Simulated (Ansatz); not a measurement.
An elastic constant from a strain scan in GaP

Theory: Ansatz 0.2.0, DFT r2SCAN, scalar-relativistic, plane waves, PAW. The runs took a 500 eV cutoff, a Γ-centred 8×8×8 mesh and Gaussian smearing (0.05 eV). No spin polarisation. Energies are free energies at this smearing, counted from the undisturbed cell; pressure is positive in compression.

Zero of the scan (as given, not relaxed at this level; it stands at 0.0 GPa):

```
Ga P
1.0
     0.00000    2.72525    2.72525
     2.72525    0.00000    2.72525
     2.72525    2.72525    0.00000
Ga P
1 1
Direct
  0.00000 0.00000 0.00000
  0.75000 0.75000 0.75000
```

The cell is strained by ε times the Voigt pattern (0, 0, 1, 0, 0, 0) (xx, yy, zz, yz, xz, xy; engineering shear) with fractional coordinates fixed. The cell holds 2 atoms in V0 = 40.48 Å³. The stress column is τ = (1/V0) dE/dε, got from the stress tensor σ (compression positive) at each point as −det(1 + εP) σ : P(1 + εP)⁻¹, with P the pattern as a tensor.

```
      ε  ΔE (meV/atom)  τ (GPa)
-0.1000         96.980  -15.783
-0.0750         53.801  -11.587
-0.0500         23.611   -7.559
-0.0250          5.870   -3.707
 0.0000          0.000   -0.043
 0.0250          5.392    3.422
 0.0500         21.395    6.679
 0.0750         47.349    9.721
 0.0875         63.842   11.159
 0.1000              ?        ?
```

Problem. Which combination of elastic constants does this scan measure, and how large is it?

Solution. For small ε, τ = τ0 + Kε with K = pᵀCp, which for this pattern is C11 in the cubic axes. The parabola through τ at ε = -0.0250, 0 and 0.0250 has slope K = 143 GPa at zero. The energies per cell, E = NΔE, of the same two points give K = 2[E(ε₊)/ε₊ − E(ε₋)/ε₋]/[(ε₊ − ε₋)V0] = 143 GPa, in agreement.

Problem. Predict the withheld row at ε = 0.1000 from the harmonic law, and compare.

Solution. ΔE = V0(τ0 ε + Kε²/2)/N = 89.514 meV/atom and τ = 14.21 GPa. The calculation gives 82.564 meV/atom and 12.54 GPa: the energy lies 8 % below the harmonic value, as bonds soften when stretched.